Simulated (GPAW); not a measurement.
ZnS (Wurtzite-4H):

```
Zn S
1.0
     3.82270    0.00000    0.00000
    -1.91135    3.31056    0.00000
     0.00000    0.00000   12.52000
Zn S
4 4
Direct
  0.66667 0.33333 0.75000
  0.33333 0.66667 0.25000
  0.00000 0.00000 0.50000
  0.00000 0.00000 0.00000
  0.66667 0.33333 0.93750
  0.33333 0.66667 0.43750
  0.00000 0.00000 0.68750
  0.00000 0.00000 0.18750
```

Base run:

- Program: GPAW 26.7.0
- Functional: PBE
- Potentials or basis: GPAW PAW data sets (gpaw-data 1.2.1)
- Cutoff: 600 eV
- Basis: pw
- k mesh: 5 × 5 × 2
- Occupations: fermi-dirac, width 0.05 eV
- Spin: no spin polarisation

Its results: band gap on the k mesh 2.12 eV, direct; pressure 1.4 GPa; largest force 0.047 eV/Å.

Q: The run is repeated on the same cell with these changes: functional from PBE to PBEsol; potentials or basis from GPAW PAW data sets (gpaw-data 1.2.1) to PAW data sets generated in the run's folder for this functional. What comes out?

A: Band gap on the k mesh 1.98 eV, direct; pressure -2.2 GPa; largest force 0.043 eV/Å.
